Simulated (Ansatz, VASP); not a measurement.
**One calculation of WS, two programs**

```
W S
1.0
     3.51241    0.00000    0.00000
     0.00000    3.51241    0.00000
     0.00000    0.00000    3.51241
W S
1 1
Direct
  0.50000 0.50000 0.50000
  0.00000 0.00000 0.00000
```

Change from the starting cell: volume scaled by 1.06.

Alike in both runs: task single point; functional PBE; k mesh 8 × 8 × 8; occupations fermi-dirac, width 0.05 eV; no spin polarisation.

|  | VASP | Ansatz |
| --- | --- | --- |
| version | VASP 6.6.1 | Ansatz 0.2.0 |
| potentials or method | VASP PAW PBE potentials, release 64 (W_sv, S), cutoff 520 eV | all-electron LAPW, scalar-relativistic |

|  | VASP | Ansatz | Ansatz less VASP |
| --- | --- | --- | --- |
| gap on the k mesh at the Fermi level (eV) | none | none | - |
| pressure (GPa) | -34.8 | -34.8 | -0.01 |

A gap of «none» marks a metal or a gap that the smearing closes. Ansatz ran all-electron here, so the differences hold the error of VASP's frozen core and of both bases.

Caveats: the cell as given lies far from equilibrium (VASP); so large a pressure means that the cell lies far from this level's equilibrium, or that cutoff or potentials fall short (VASP). Spin-orbit coupling is left out, which matters for the levels of W.
